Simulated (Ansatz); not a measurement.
# PbS (Galena) under changes of volume

One of the cells (26.086 Å³/atom); the others are scaled copies at fixed shape and fractional positions:

```xyz
2
Lattice="0.0000 2.9657 2.9657 2.9657 0.0000 2.9657 2.9657 2.9657 0.0000" Properties=species:S:1:pos:R:3 pbc="T T T"
Pb    0.0000    0.0000    0.0000
S     2.9657    2.9657    2.9657
```

```yaml
Program: Ansatz 0.2.0
Functional: PBE
Potentials_or_basis: Ansatz PAW
Cutoff: "420 eV (not typed: the program's choice for these potentials)"
k_mesh: 8 × 8 × 8
Occupations: gaussian, width 0.02 eV
Spin: collinear spin, ferromagnetic start
Starting_moments: "[0.5, 0.0] μB"
```

```tsv
volume (Å³/atom)	energy over the lowest point (meV/atom)	pressure (GPa)	gap on the mesh (eV)
24.521	?	?	?
25.042	30.16	5.0	0.20
25.564	16.29	3.5	0.28
26.086	6.94	2.2	0.36
26.607	1.63	1.0	0.43
27.129	0.00	0.0	0.49
27.651	1.67	-1.0	0.55
```

Task: What does the run at 24.521 Å³/atom give?

Result: Energy over the lowest point 49.01 meV/atom; pressure 6.6 GPa; gap on the mesh 0.11 eV.

Worked out: A Birch-Murnaghan fit of order 3 (a polynomial in V^(-2/3)) to the other rows has its minimum at 27.12 Å³/atom with B0 = V·E''(V) = 53 GPa and B' = 4.3. It gives 48.97 meV/atom at 24.521 Å³/atom, against the run's 49.01, and -dE/dV = 6.6 GPa, against 6.6. A straight line through the other rows of the gap, of slope 3.54 eV per unit of ln V (its deformation potential), extrapolates to 0.13 eV, against the run's 0.11.

Energies are extrapolated to zero smearing.

Caveats: spin-orbit coupling is left out, which as a rule narrows the gap of such compounds by several tenths of an eV; the starting moments weren't kept.

A mesh can miss the band edges.
